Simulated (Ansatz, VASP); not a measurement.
# Au in VASP and in Ansatz

```
CELL_PARAMETERS angstrom
-1.62344 1.62344 1.62344
1.62344 -1.62344 1.62344
1.62344 1.62344 -1.62344
ATOMIC_POSITIONS crystal
Au 0.00000 0.00000 0.00000
```

Change from the starting cell: volume scaled by 0.94.

Alike in both runs: task single point; functional PBEsol; k mesh 11 × 11 × 11; occupations fermi-dirac, width 0.05 eV; no spin polarisation.

|  | VASP | Ansatz |
| --- | --- | --- |
| version | VASP 6.6.1 | Ansatz 0.2.0 |
| potentials or method | VASP PAW PBE potentials, release 64 (Au) | Ansatz PAW |
| plane-wave cutoff (eV) | 520 | 420 |
| valence electrons in the cell | 11 | 19 |

VASP gave:

```
gap on the k mesh at the Fermi level (eV) : none
pressure (GPa)                            : -0.5
```

Task: Which values does Ansatz return?

Result: gap on the k mesh at the Fermi level (eV): none; pressure (GPa): -0.3.

A gap of «none» marks a metal or a gap that the smearing closes. The two sets of potentials don't hold the same shells in valence.

Caveats: the PAW data sets were made with another functional, which shifts forces and pressure a little (VASP); the PAW data sets come from PBE, with cores solved anew for the run's functional, which leaves a small shift of forces and pressure (Ansatz). The runs have no spin-orbit coupling, so splittings on Au are missing.
